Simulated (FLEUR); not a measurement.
# GaP (F-43m) in FLEUR: a series of runs

Runs on GaP. Level: PBE. Tasks: equation of state.

Program: FLEUR MaX-R8.1 (later development tree). These are calculated values, not measurements. Logs are shortened: lines on timing, memory, paths and dates and some standing lists are left out, and cuts for length are marked.

**Experimental background.**

“Phosphorous dimerization in GaP at high pressure”, 2017, arxiv:1709.06667 reports, for a bulk crystal of GaP: bulk modulus 87.5 ± 0.6 GPa.

The results are compared with them further down.

## Step 1: Starting point

It takes space group F-43m (No. 216, cubic). Conventional cell: a = 5.451 Å, b = 5.451 Å, c = 5.451 Å, α = 90.00°, β = 90.00°, γ = 90.00°. Ga (site symmetry -43m) has 4 P at 2.36 Å as nearest neighbours. P (site symmetry -43m) has 4 Ga at 2.36 Å as nearest neighbours.

## Step 2: Equation of state, PBE, 19.03 Å³/atom (volume scaled by 0.94)

The input, inp.xml:

```xml
<?xml version="1.0" encoding="UTF-8" standalone="no"?>
<fleurInput fleurInputVersion="0.39">
   <comment>
      GaP                                                                                                 
   </comment>
   <calculationSetup>
      <cutoffs Kmax="5.21" Gmax="16.2" GmaxXC="16.2" numbands="0"/>
      <scfLoop itmax="60" minDistance="0.00001" maxIterBroyd="15" imix="Anderson" alpha="0.05" precondParam="0.0" spinf="2.0" sdNocoIR="T"/>
      <coreElectrons ctail="T" frcor="F" kcrel="0" coretail_lmax="0"/>
      <xcFunctional name="pbe" relativisticCorrections="F"/>
      <magnetism jspins="1"/>
      <soc l_soc="F" theta="0.0" phi="0.0" spav="F"/>
      <expertModes spex="0" secvar="F"/>
      <geometryOptimization l_f="F" forcealpha="1.0" forcemix="BFGS" epsdisp="0.0005" epsforce="0.0002"/>
      <ldaU l_linMix="F" mixParam="0.05" spinf="1.0"/>
   </calculationSetup>
   <cell>
      <bzIntegration valenceElectrons="32.0" mode="hist" fermiSmearingEnergy="0.00183747">
         <kPointListSelection listName="default-1"/>
         <!-- k-points included here -->
         <xi:include xmlns:xi="http://www.w3.org/2001/XInclude" href="kpts.xml"> </xi:include>
      </bzIntegration>
      <!-- symmetry operations included here -->
      <xi:include xmlns:xi="http://www.w3.org/2001/XInclude" href="sym.xml"> </xi:include>
      <bulkLattice scale="0.9795861087">
         <bravaisMatrix>
            <row-1>    0.0000000000000000     5.1499761210661497     5.1499761210661497</row-1>
            <row-2>    5.1499761210661497     0.0000000000000000     5.1499761210661497</row-2>
            <row-3>    5.1499761210661497     5.1499761210661497     0.0000000000000000</row-3>
         </bravaisMatrix>
      </bulkLattice>
   </cell>
   <atomSpecies>
      <species name="Gallium (Ga)" element="Ga" atomicNumber="31">
         <mtSphere radius="2.13" gridPoints="725" logIncrement="0.017"/>
         <atomicCutoffs lmax="9" lnonsphr="7"/>
         <electronConfig flipSpins="F">
            <coreConfig>(1s1/2) (2s1/2) (2p1/2) (2p3/2)</coreConfig>
            <valenceConfig>(3s1/2) (3p1/2) (3p3/2) (4s1/2) (3d3/2) (3d5/2) (4p1/2) (4p3/2)</valenceConfig>
            <stateOccupation state="(4p1/2)" spinUp="0.166667" spinDown="0.166667"/>
            <stateOccupation state="(4p3/2)" spinUp="0.333333" spinDown="0.333333"/>
         </electronConfig>
         <energyParameters s="4" p="4" d="3" f="4"/>
         <lo type="SCLO" l="0" n="3" eDeriv="0"/>
         <lo type="SCLO" l="1" n="3" eDeriv="0"/>
         <lo type="SCLO" l="1" n="3" eDeriv="1"/>
         <lo type="HELO" l="2" n="4" eDeriv="0"/>
         <lo type="HELO" l="2" n="4" eDeriv="1"/>
         <lo type="SCLO" l="3" n="4" eDeriv="2"/>
      </species>
      <species name="Phosphorous (P)" element="P" atomicNumber="15">
         <mtSphere radius="1.88" gridPoints="641" logIncrement="0.018"/>
         <atomicCutoffs lmax="8" lnonsphr="6"/>
         <electronConfig flipSpins="F">
            <coreConfig>(1s1/2) (2s1/2)</coreConfig>
            <valenceConfig>(2p1/2) (2p3/2) (3s1/2) (3p1/2) (3p3/2)</valenceConfig>
            <stateOccupation state="(3p1/2)" spinUp="0.500000" spinDown="0.500000"/>
            <stateOccupation state="(3p3/2)" spinUp="1.000000" spinDown="1.000000"/>
         </electronConfig>
         <energyParameters s="3" p="3" d="3" f="4"/>
         <lo type="SCLO" l="1" n="2" eDeriv="0"/>
         <lo type="SCLO" l="0" n="3" eDeriv="2"/>
         <lo type="SCLO" l="2" n="3" eDeriv="2"/>
         <lo type="SCLO" l="3" n="4" eDeriv="2"/>
      </species>
   </atomSpecies>
   <atomGroups>
      <atomGroup species="Gallium (Ga)">
         <relPos label="                   1">.0000000000 .0000000000 .0000000000</relPos>
         <force calculate="T" relaxXYZ="TTT"/>
      </atomGroup>
      <atomGroup species="Phosphorous (P)">
         <relPos label="                   2">-1.000/4.000 -1.000/4.000 -1.000/4.000</relPos>
         <force calculate="T" relaxXYZ="TTT"/>
      </atomGroup>
   </atomGroups>
   <output dos="F" band="F" slice="F">
      <checks vchk="F" cdinf="F"/>
      <bandDOS minEnergy="-.5*Htr" maxEnergy="0.5*Htr" sigma="0.015" storeEVData="T"/>
      <vacuumDOS vacdos="F" integ="F" star="F" nstars="0" locx1="0.0" locy1="0.0" locx2="0.0" locy2="0.0" nstm="0" tworkf="0.0"/>
      <unfoldingBand unfoldBand="F" supercellX="1" supercellY="1" supercellZ="1"/>
      <plotting iplot="0" polar="F">
         <plot TwoD="T" vec1="  1.0  0.0  0.0" vec2="  0.0  1.0  0.0" vec3="  0.0  0.0  1.0" zero="  0.0  0.0  0.0" file="plot"/>
      </plotting>
      <chargeDensitySlicing numkpt="0" minEigenval="0.0" maxEigenval="0.0" nnne="0" pallst="F"/>
      <specialOutput eonly="F"/>
      <moessbauerParams electricFieldGradient="T" isomerShift="T" coreHyperfine="T" valenceHyperfine="T"/>
      <magneticCircularDichroism mcd="F" energyLo="-10.0" energyUp="0.0"/>
   </output>
  <!-- We include the file relax.xml here to enable relaxations (see documentation) -->
  <xi:include xmlns:xi="http://www.w3.org/2001/XInclude" href="relax.xml"> <xi:fallback/> </xi:include>
</fleurInput>
```

Potentials or basis: all-electron, FLAPW.

Started as:

```sh
$ inpgen -f crystal.txt -profile fastHighL
$ # inp.xml edited to the form shown
$ fleur_MPI
```

Output:

```text
Welcome to FLEUR        (www.flapw.de)
      MaX-Release 8.1          (www.max-centre.eu)

 ========== k-point set info ==========
 Selected k-point list: default-1
 k-point list type: mesh
 8 x 8 x 8
 Number of k points: 29

 ------------Calculation Setup---------------------------
 Number of MPI-tasks      :            1
 Number of PE/node        :            1
 Number of OMP-threads    :            1
 Most efficient MPI parallelization for:
           1          29
 Additional eigenvalue parallelization possible
 Number of basis functions:          704
 Approximate size of matrices (H+S) per k-point:         0.015 GB
 --------------------------------------------------------
 Iteration:     1   Distance:       8.89842507 me/bohr^3
 Iteration:     2   Distance:       8.14040006 me/bohr^3
 Iteration:     3   Distance:       4.40588779 me/bohr^3
 Iteration:     4   Distance:       1.51022942 me/bohr^3
 Iteration:     5   Distance:       1.21639789 me/bohr^3
 Iteration:     6   Distance:       0.26388243 me/bohr^3
 Iteration:     7   Distance:       0.18700703 me/bohr^3
 Iteration:     8   Distance:       0.03429746 me/bohr^3
 Iteration:     9   Distance:       0.01197094 me/bohr^3
 Iteration:    10   Distance:       0.00339102 me/bohr^3
 Iteration:    11   Distance:       0.00074399 me/bohr^3
 Iteration:    12   Distance:       0.00069574 me/bohr^3
 Iteration:    13   Distance:       0.00013840 me/bohr^3
 Iteration:    14   Distance:       0.00001550 me/bohr^3
 Iteration:    15   Distance:       0.00001126 me/bohr^3
 Iteration:    16   Distance:       0.00001021 me/bohr^3
 Iteration:    17   Distance:       0.00000658 me/bohr^3

 ********************************************************************
 Run finished successfully
 Stop message:
   all done
 ********************************************************************
```

Wall time 2.6 min (1 thread of Arm Neoverse V2, shared host); peak memory 0.07 GiB.

Results:

```yaml
Free_energy: -62211.8074 eV
Band_gap_on_the_k_mesh: 1.52 eV, indirect (least direct gap 2.35 eV)
Valence_electrons_inside_the_program's_atomic_spheres: Ga 19.21; P 8.46 (radii Ga 2.13, P 1.88 bohr)
```

## Step 3: Equation of state, PBE, 19.43 Å³/atom (volume scaled by 0.96)

inp.xml: that of step 2 with these lines changed.

```diff
@@ -24,3 +24,3 @@
       <xi:include xmlns:xi="http://www.w3.org/2001/XInclude" href="sym.xml"> </xi:include>
-      <bulkLattice scale="0.9795861087">
+      <bulkLattice scale="0.9864848297">
          <bravaisMatrix>
```

Potentials or basis: all-electron, FLAPW.

Started as:

```sh
$ inpgen -f crystal.txt -profile fastHighL
$ # inp.xml edited to the form shown
$ fleur_MPI
```

It took 2.8 min on 1 thread of Arm Neoverse V2, shared host; peak memory 0.07 GiB.

Results (log left out):

```yaml
Free_energy: -62211.8455 eV
Band_gap_on_the_k_mesh: 1.57 eV, indirect (least direct gap 2.17 eV)
Valence_electrons_inside_the_program's_atomic_spheres: Ga 19.19; P 8.44 (radii Ga 2.13, P 1.88 bohr)
```

## Step 4: Equation of state, PBE, 19.84 Å³/atom (volume scaled by 0.98)

inp.xml: that of step 3 with these lines changed.

```diff
@@ -24,3 +24,3 @@
       <xi:include xmlns:xi="http://www.w3.org/2001/XInclude" href="sym.xml"> </xi:include>
-      <bulkLattice scale="0.9864848297">
+      <bulkLattice scale="0.9932883884">
          <bravaisMatrix>
```

Started as:

```sh
$ inpgen -f crystal.txt -profile fastHighL
$ # inp.xml edited to the form shown
$ fleur_MPI
```

Run time: 2.7 min. Hardware: 1 thread of Arm Neoverse V2, shared host; peak memory 0.07 GiB.

The run converged. Its results:

- Free energy: -62211.8726 eV
- Band gap on the k mesh: 1.61 eV, indirect (least direct gap 2.00 eV)
- Valence electrons inside the program's atomic spheres: Ga 19.16; P 8.43 (radii Ga 2.13, P 1.88 bohr)

## Step 5: Equation of state, PBE, 20.24 Å³/atom

inp.xml: that of step 4 with these lines changed.

```diff
@@ -24,3 +24,3 @@
       <xi:include xmlns:xi="http://www.w3.org/2001/XInclude" href="sym.xml"> </xi:include>
-      <bulkLattice scale="0.9932883884">
+      <bulkLattice scale="1.0000000000">
          <bravaisMatrix>
```

Started as:

```sh
$ inpgen -f crystal.txt -profile fastHighL
$ # inp.xml edited to the form shown
$ fleur_MPI
```

Run time: 2.7 min. Hardware: 1 thread of Arm Neoverse V2, shared host; peak memory 0.08 GiB.

It converged, with:

```
Free energy                                           : -62211.8898 eV
Band gap on the k mesh                                : 1.65 eV, indirect (least direct gap 1.83 eV)
Valence electrons inside the program's atomic spheres : Ga 19.15; P 8.42 (radii Ga 2.13, P 1.88 bohr)
```

## Step 6: Equation of state, PBE, 20.65 Å³/atom (volume scaled by 1.02)

inp.xml: that of step 5 with these lines changed.

```diff
@@ -24,3 +24,3 @@
       <xi:include xmlns:xi="http://www.w3.org/2001/XInclude" href="sym.xml"> </xi:include>
-      <bulkLattice scale="1.0000000000">
+      <bulkLattice scale="1.0066227096">
          <bravaisMatrix>
```

Potentials or basis: all-electron, FLAPW.

Started as:

```sh
$ inpgen -f crystal.txt -profile fastHighL
$ # inp.xml edited to the form shown
$ fleur_MPI
```

It took 3.2 min on 1 thread of Arm Neoverse V2, shared host; peak memory 0.08 GiB.

The run converged. Its results:

```
Free energy                                           : -62211.8981 eV
Band gap on the k mesh                                : 1.62 eV, indirect (least direct gap 1.67 eV)
Valence electrons inside the program's atomic spheres : Ga 19.13; P 8.41 (radii Ga 2.13, P 1.88 bohr)
```

## Step 7: Equation of state, PBE, 21.05 Å³/atom (volume scaled by 1.04)

inp.xml: that of step 6 with these lines changed.

```diff
@@ -24,3 +24,3 @@
       <xi:include xmlns:xi="http://www.w3.org/2001/XInclude" href="sym.xml"> </xi:include>
-      <bulkLattice scale="1.0066227096">
+      <bulkLattice scale="1.0131594038">
          <bravaisMatrix>
```

Started as:

```sh
$ inpgen -f crystal.txt -profile fastHighL
$ # inp.xml edited to the form shown
$ fleur_MPI
```

It took 3.3 min on 1 thread of Arm Neoverse V2, shared host; peak memory 0.08 GiB.

The run converged. Its results:

* Free energy: -62211.8985 eV
* Band gap on the k mesh: 1.51 eV, direct
* Valence electrons inside the program's atomic spheres: Ga 19.11; P 8.40 (radii Ga 2.13, P 1.88 bohr)

## Step 8: Equation of state, PBE, 21.45 Å³/atom (volume scaled by 1.06)

inp.xml: that of step 7 with these lines changed.

```diff
@@ -24,3 +24,3 @@
       <xi:include xmlns:xi="http://www.w3.org/2001/XInclude" href="sym.xml"> </xi:include>
-      <bulkLattice scale="1.0131594038">
+      <bulkLattice scale="1.0196128224">
          <bravaisMatrix>
```

Started as:

```sh
$ inpgen -f crystal.txt -profile fastHighL
$ # inp.xml edited to the form shown
$ fleur_MPI
```

Run time: 3.4 min. Hardware: 1 thread of Arm Neoverse V2, shared host; peak memory 0.08 GiB.

The run converged. Its results:

```
Free energy                                           : -62211.8916 eV
Band gap on the k mesh                                : 1.36 eV, direct
Valence electrons inside the program's atomic spheres : Ga 19.10; P 8.39 (radii Ga 2.13, P 1.88 bohr)
```

## Step 9: Equation of state, PBE

Potentials or basis: all-electron, FLAPW.

No new run: the results of the series are fitted here.

What came out:

| Quantity | Value |
| --- | --- |
| Equilibrium volume | 20.86 Å³/atom |
| Bulk modulus | 77 GPa |
| Pressure derivative of the bulk modulus | 4.5 |

Energy against volume, from the lowest point:
```csv
volume (Å³/atom),energy (meV/atom)
19.026,45.52
19.431,26.47
19.836,12.93
20.240,4.32
20.645,0.17
21.050,0.00
21.455,3.43
```

PBE usually gives volumes a little too large and moduli too small.

## Step 10: How close it comes

Step 9. A measured bulk modulus of GaP is 87.5 GPa (“Phosphorous dimerization in GaP at high pressure”, 2017, arxiv:1709.06667); the calculated 77 GPa misses it by -12.2 %. The fit is for a static lattice scaled at fixed shape and fixed fractional positions.
